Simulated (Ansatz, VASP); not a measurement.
# Ti in VASP and in Ansatz

```
Ti
1.0
     2.98882    0.00000    0.00000
    -1.49441    2.58839    0.00000
     0.00000    0.00000    4.74159
Ti
2
Cartesian
  1.4944 0.8628 3.5562
  0.0000 1.7256 1.1854
```

Change from the starting cell: volume scaled by 1.04.

Alike in both runs: task single point; functional PBE; k mesh 10 × 10 × 6; occupations fermi-dirac, width 0.05 eV; no spin polarisation.

|  | VASP | Ansatz |
| --- | --- | --- |
| version | VASP 6.6.1 | Ansatz 0.2.0 |
| potentials or method | VASP PAW PBE potentials, release 64 (Ti_sv), cutoff 520 eV | all-electron LAPW, scalar-relativistic |

|  | VASP | Ansatz | Ansatz less VASP |
| --- | --- | --- | --- |
| gap on the k mesh at the Fermi level (eV) | none | none | - |
| pressure (GPa) | -5.5 | -5.4 | +0.19 |
| largest component of the traceless stress (GPa) | 0.27 | 0.26 | -0.003 |

A gap of «none» marks a metal or a gap that the smearing closes. Ansatz ran all-electron here, so the differences hold the error of VASP's frozen core and of both bases.
